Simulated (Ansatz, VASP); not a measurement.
**SnO: VASP beside Ansatz**

```
Sn O
1.0
     3.81370    0.00000    0.00000
     0.00000    3.81370    0.00000
     0.00000    0.00000    4.88691
Sn O
2 2
Direct
  0.00000 0.50000 0.23537
  0.50000 0.00000 0.76463
  0.50000 0.50000 0.00000
  0.00000 0.00000 0.00000
```

The cell is a database's computed one.

Alike in both runs: task single point; functional PBE; k mesh 6 × 6 × 4; occupations gaussian, width 0.1 eV; no spin polarisation.

```csv
,VASP,Ansatz
version,VASP 6.6.1,Ansatz 0.2.0
potentials or method,"VASP PAW PBE potentials, release 64 (Sn_d, O)","scalar-relativistic, plane waves, PAW"
plane-wave cutoff (eV),520,420
valence electrons in the cell,40,40
```

|  | VASP | Ansatz | Ansatz less VASP |
| --- | --- | --- | --- |
| gap on the k mesh at the Fermi level (eV) | 0.16 | 0.15 | -0.013 |
| least direct gap on the mesh (eV) | 2.03 | 2.04 | +0.012 |
| pressure (GPa) | 3.8 | 3.6 | -0.24 |
| largest component of the traceless stress (GPa) | 0.58 | 0.59 | +0.018 |
| rms of the force components (eV/Å) | 0.189 | 0.154 | -0.0344 |

Atom by atom the forces differ by 0.034 eV/Å (rms over components).

Caveats: spin-orbit coupling is left out, which moves the levels of the heavy elements.
